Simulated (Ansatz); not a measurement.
All numbers below come from DFT PBE, scalar-relativistic, plane waves, PAW (Ansatz). Settings: cutoff 420 eV, Γ-centred meshes spaced at most about 0.3 Å⁻¹, and about 0.25 Å⁻¹ or finer for metals (2π included), Gaussian smearing. No spin polarisation.

Energies over the elements count from the elements' standard structures at the same level, with no fitted energy shifts.

All energies are static (0 K, no zero-point motion). The comparison covers the computed candidates alone. The reference form of C is held partly by dispersion forces, which this level lacks.

A search for Zr₃C₂ gave 5 distinct relaxed structures. Coordination counts C atoms around Zr (those within 1.25 times the shortest such distance or 1.15 times the sum of covalent radii; the shortest distance is added where it is long for a bond; a slash parts the counts of unlike sites). Cells relaxed within their symmetry can be saddle points.

**Question.** What is the best candidate for Zr₃C₂?

**Answer.** The one with the anti-tetradymite type, space group R-3m (No. 166), reached from: anti-tetradymite type (R-3m). It has a = 3.340 Å, c = 24.365 Å, 15.7 Å³/atom, no gap on the mesh. Zr on a site of symmetry -3m has 6 C at 2.39 Å; around Zr on a site of symmetry 3m lie 3 C at 2.26 Å; around C lie 6 Zr at 2.26–2.39 Å. Its energy over the elements is −0.74 eV/atom. Whether it is stable depends on the other phases of the system, which aren't compared here. An observed structure of this formula, if there is one, may be missing.

```yaml
crystal:
  lattice:
    - [1.67019, 0.96428, 8.12164]
    - [-1.67019, 0.96428, 8.12164]
    - [0.00000, -1.92856, 8.12164]
  atoms:
    - { symbol: Zr, position: [0.00000, 0.00000, 0.00000] }
    - { symbol: Zr, position: [0.22677, 0.22677, 0.22677] }
    - { symbol: Zr, position: [0.77323, 0.77323, 0.77323] }
    - { symbol: C, position: [0.39130, 0.39130, 0.39130] }
    - { symbol: C, position: [0.60870, 0.60870, 0.60870] }
```

**Question.** How much higher is the P-62m structure with 16.5 Å³/atom and coordination Zr 4 (reached from: anti-La2O3 type (P321), changed on relaxing)?

**Answer.** 0.63 eV/atom. It has no gap on its mesh.

**Question.** How much higher is the Cmmm structure with 19.6 Å³/atom and coordination Zr 2/8 from 3.3 Å (reached from: random cell)?

**Answer.** 1.98 eV/atom. It has no gap on its mesh.
